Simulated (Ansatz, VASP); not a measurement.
## Nb: VASP beside Ansatz

File POSCAR:

```
Nb
1.0
   -1.6521519813      1.6521519813      1.6521519813
    1.6521519813     -1.6521519813      1.6521519813
    1.6521519813      1.6521519813     -1.6521519813
Nb
1
Direct
    0.0000000000      0.0000000000      0.0000000000
```

Contents of INCAR.step1:

```
PREC = Accurate
ENCUT = 520
ISMEAR = 0
SIGMA = 0.05
LREAL = False
LASPH = True
NELM = 60
NBANDS = 12
GGA = PE
ALGO = Normal
EDIFF = 1E-4
LWAVE = True
LCHARG = False
```

INCAR.step2

```
PREC = Accurate
ENCUT = 520
EDIFF = 1E-6
ISMEAR = 0
SIGMA = 0.05
LREAL = False
LASPH = True
NELM = 60
ALGO = Normal
ISIF = 2
LWAVE = False
LCHARG = True
METAGGA = R2SCAN
LMIXTAU = True
LELF = True
LVHAR = True
NBANDS = 12
ISTART = 1
```

File KPOINTS:

```
regular mesh
0
Gamma
  18 18 18
```

Input for Ansatz:

```yaml
crystal:
  lattice:
    - [-1.6521519813, 1.6521519813, 1.6521519813]
    - [1.6521519813, -1.6521519813, 1.6521519813]
    - [1.6521519813, 1.6521519813, -1.6521519813]
  atoms:
    - { symbol: Nb, position: [0.0, 0.0, 0.0] }
basis:
  ecutwfc: 500
  ecutrho_ratio: 4
kpoints:
  mp_grid: { grid: [18, 18, 18] }
hamiltonian:
  xc: r2scan
scf:
  occupations: { method: gaussian, width: 0.05 }
output:
  forces: true
  stress: true
  eigenvalues: true
```

Alike in both runs: task single point; functional r2SCAN; k mesh 18 × 18 × 18; occupations gaussian, width 0.05 eV; no spin polarisation.

|  | VASP | Ansatz |
| --- | --- | --- |
| version | VASP 6.6.1 | Ansatz 0.2.0 |
| potentials or method | VASP PAW PBE potentials, release 64 (Nb_sv) | scalar-relativistic, plane waves, PAW |
| plane-wave cutoff (eV) | 520 | 500 |
| valence electrons in the cell | 13 | 13 |

|  | VASP | Ansatz | Ansatz less VASP |
| --- | --- | --- | --- |
| pressure (GPa) | -0.2 | 0.0 | +0.16 |

The functional is the same, so the differences come from potentials, cutoffs and numerics.

Caveats: the PAW data sets were made with another functional, which shifts forces and pressure a little (VASP).
